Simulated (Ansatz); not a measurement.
**Ga2O3: relaxation of cell and atoms with r2SCAN+D3(BJ)-ATM**

Ga2O3:

```
Ga O
1.0
     6.10700   -1.51855    0.00000
     6.10700    1.51855    0.00000
    -1.38599    0.00000    5.63001
Ga O
4 6
Direct
  0.34134 0.34134 0.68598
  0.65866 0.65866 0.31402
  0.90950 0.90950 0.20540
  0.09050 0.09050 0.79460
  0.50410 0.50410 0.74340
  0.49590 0.49590 0.25660
  0.82670 0.82670 0.43680
  0.17330 0.17330 0.56320
  0.83550 0.83550 0.89020
  0.16450 0.16450 0.10980
```

```
Program             : Ansatz 0.2.0
Task                : relaxation of cell and atoms
Functional          : r2SCAN
Dispersion          : D3(BJ)-ATM
Potentials or basis : Ansatz PAW
Cutoff              : 500 eV (not typed: the program's choice for these potentials)
k mesh              : 9 × 9 × 5
Occupations         : fermi-dirac, width 0.05 eV
Spin                : no spin polarisation
```

```yaml
Relaxed_volume: 10.44 Å³/atom
Relaxed_cell: a = 6.298 Å, b = 6.298 Å, c = 5.799 Å, α = 103.39°, β = 103.39°, γ = 27.88°
Space_group_after_relaxing_to_0.05_Å: C2/m (No. 12)
Energy_gained_by_relaxing: 0.2 meV/atom
Ionic_steps: 7
Pressure_after_relaxing: 0.0 GPa
Band_gap_on_the_k_mesh: 3.08 eV, indirect (least direct gap 3.10 eV)
```

The path:
| step | energy change (eV) | largest force (eV/Å) | volume (Å³) |
| --- | --- | --- | --- |
| 1 | 0.0000 | 0.1105 | 104.42 |
| 2 | -0.0011 | 0.0622 | 104.46 |
| 3 | -0.0014 | 0.0234 | 104.46 |
| 4 | -0.0015 | 0.0068 | 104.44 |
| 5 | -0.0015 | 0.0067 | 104.44 |
| 6 | -0.0015 | 0.0018 | 104.45 |
| 7 | -0.0015 | 0.0018 | 104.45 |

Final structure:
```cif
data_structure
_symmetry_space_group_name_H-M 'P 1'
_symmetry_Int_Tables_number 1
_cell_length_a 6.2980
_cell_length_b 6.2980
_cell_length_c 5.7992
_cell_angle_alpha 103.388
_cell_angle_beta 103.388
_cell_angle_gamma 27.877
_cell_volume 104.45
loop_
_atom_site_label
_atom_site_type_symbol
_atom_site_fract_x
_atom_site_fract_y
_atom_site_fract_z
_atom_site_occupancy
Ga1 Ga 0.34117 0.34117 0.68562 1
Ga2 Ga 0.65883 0.65883 0.31438 1
Ga3 Ga 0.90930 0.90930 0.20505 1
Ga4 Ga 0.09070 0.09070 0.79495 1
O1 O 0.50368 0.50368 0.74413 1
O2 O 0.49632 0.49632 0.25587 1
O3 O 0.82684 0.82684 0.43697 1
O4 O 0.17316 0.17316 0.56303 1
O5 O 0.83514 0.83514 0.89087 1
O6 O 0.16486 0.16486 0.10913 1
```

Levels at points of the mesh, in eV from the valence-band top:
| k point | band 40 | band 41 | band 42 | band 43 | band 44 | band 45 | band 46 | band 47 | band 48 | band 49 |
| --- | --- | --- | --- | --- | --- | --- | --- | --- | --- | --- |
| (0.00, 0.00, 0.00) | -0.67 | -0.67 | -0.48 | -0.27 | -0.02 | 3.08 | 6.45 | 7.49 | 7.61 | 8.61 |

It took 2.2 min on 4 threads of Arm Neoverse V2, on a shared host, peak memory 1.1 GiB.

Caveat: odd divisions of the mesh miss points on the zone boundary, where band edges often lie, so the gap on the mesh can be too wide; the plane-wave basis is chosen anew once the cell has moved, so the energies of steps on either side of that aren't comparable; the PAW data sets come from PBE, with cores solved anew for the run's functional, which leaves a small shift of forces and pressure. r2SCAN opens gaps a little over a GGA but as a rule still falls short of measured ones.
